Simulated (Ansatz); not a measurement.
Runs of Ansatz 0.2.0 on Y. The structure is hexagonal, space group P6_3/mmc (No. 194). Conventional cell: a = 3.647 Å, b = 3.647 Å, c = 5.731 Å, α = 90.00°, β = 90.00°, γ = 120.00°. Y (site symmetry -6m2) is surrounded by 12 Y at 3.56 to 3.65 Å. 

```tsv
level	gap on the mesh (eV)	pressure (GPa)	relaxed volume (Å³/atom)
LDA	none	0.0	(b)
revPBE	none	0.0	(a)
PBEsol	none	0.0	31.33
BLYP	none	0.0	33.76
RPBE	none	0.0	34.19
```

Alike in all rows: task relaxation of cell and atoms; potentials or basis Ansatz PAW; no spin polarisation; cell relaxed; k mesh 8 × 8 × 5; cutoff (eV) 420; smearing fermi-dirac 0.05 eV.

Question: Estimate the missing entries.

Answer: (a) 33.84; (b) 29.89.

Caveats: the plane-wave basis is chosen anew once the cell has moved, so the energies of steps on either side of that aren't comparable; the PAW data sets come from PBE, with cores solved anew for the run's functional, which leaves a small shift of forces and pressure.

A k mesh can miss the band edges, and the runs leave out spin-orbit coupling on Y.

A gap of «none» marks a metal or a gap under the smearing width.

Runs at the PBE level aren't shown here.
